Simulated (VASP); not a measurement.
```
CELL_PARAMETERS angstrom
      0.00000     2.95138     2.95138
      2.95138     0.00000     2.95138
      2.95138     2.95138     0.00000
ATOMIC_POSITIONS crystal
  Li 0.00000 0.00000 0.00000
  I  0.50000 0.50000 0.50000
```

Calculation: PBEsol GGA, VASP's PBE PAW potentials (set 64) (plane waves; VASP). Settings: 600 eV cut-off, 8×8×8 Γ-centred mesh, Gaussian smearing of 0.050 eV, potentials Li_sv I.

Energy and stress use the plane-wave basis of the starting cell.

Task: The ions, cell shape and volume at an external pressure of 1.0 GPa are relaxed. What does this cell relax into?

Result: 
```
CELL_PARAMETERS angstrom
      0.00000     2.91151     2.91151
      2.91151     0.00000     2.91151
      2.91151     2.91151     0.00000
ATOMIC_POSITIONS crystal
  Li 0.00000 0.00000 0.00000
  I  0.50000 0.50000 0.50000
```
Space group Fm-3m (225), at a tolerance of 0.03 Å.

Task: How do energy and volume change from the first to the last step?

Result: The energy (σ→0) changes by +3.0 meV/atom and the volume by -4.0 %, in 3 ionic steps.

The compound is LiI in the rock salt structure. This run relaxes it under an external pressure of 1 GPa. Symmetry was kept, so distortions that lower it aren't found.
